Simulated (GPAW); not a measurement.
Crystal: FeO (Wuestite).

```
CELL_PARAMETERS angstrom
0.00000 2.15540 2.15540
2.15540 0.00000 2.15540
2.15540 2.15540 0.00000
ATOMIC_POSITIONS crystal
Fe 0.00000 0.00000 0.00000
O 0.50000 0.50000 0.50000
```

Base run:

| Property | Result |
| --- | --- |
| Program | GPAW 26.7.0 |
| Functional | PBEsol |
| Potentials or basis | PAW data sets generated in the run's folder for this functional |
| Cutoff | 800 eV |
| Basis | pw |
| k mesh | 11 × 11 × 11 |
| Occupations | fermi-dirac, width 0.05 eV |
| Spin | collinear spin, ferromagnetic start |
| Starting moments | [3.0, 0.0] μB |

Its results: pressure -7.0 GPa; net moment 4.00 μB per cell; site moments Fe +3.54; O +0.24 μB.

**Question.** The run is repeated on the same cell with these changes: hubbard terms from none to Fe d U = 2 eV. What comes out?

**Answer.** Pressure -6.4 GPa; net moment 4.00 μB per cell; site moments Fe +3.63; O +0.20 μB.

Caveats: a cell with one magnetic atom can't hold antiferromagnetic order, which such compounds often take.
